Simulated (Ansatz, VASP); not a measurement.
## One calculation of SnSe2, two programs

```
CELL_PARAMETERS angstrom
3.82516 0.00000 0.00000
-1.91258 3.31269 0.00000
0.00000 0.00000 6.22706
ATOMIC_POSITIONS crystal
Sn 0.00000 0.00000 0.00000
Se 0.33333 0.66667 0.25308
Se 0.66667 0.33333 0.74692
```

Alike in both runs: task single point; functional PBE; k mesh 6 × 6 × 4; no spin polarisation.

|  | VASP | Ansatz |
| --- | --- | --- |
| version | VASP 6.6.1 | Ansatz 0.2.0 |
| potentials or method | VASP PAW PBE potentials, release 64 (Sn_d, Se) | plane waves, PAW |
| plane-wave cutoff (eV) | 520 | 420 |
| occupations | gaussian, width 0.01 eV | fixed |
| valence electrons in the cell | 26 | 46 |

|  | VASP | Ansatz | Ansatz less VASP |
| --- | --- | --- | --- |
| gap on the k mesh at the Fermi level (eV) | 0.79 | 0.79 | +0.001 |
| pressure (GPa) | 3.0 | 2.9 | -0.07 |
| rms of the force components (eV/Å) | 0.124 | 0.117 | -0.0069 |

Atom by atom the forces differ by 0.007 eV/Å (rms over components). The two sets of potentials don't hold the same shells in valence.

Caveats: spin-orbit coupling is left out, which moves the levels of the heavy elements; this functional lacks dispersion, which binds the layers, so the pressure and a relaxed spacing across them are unreliable. A k mesh can miss the band edges.
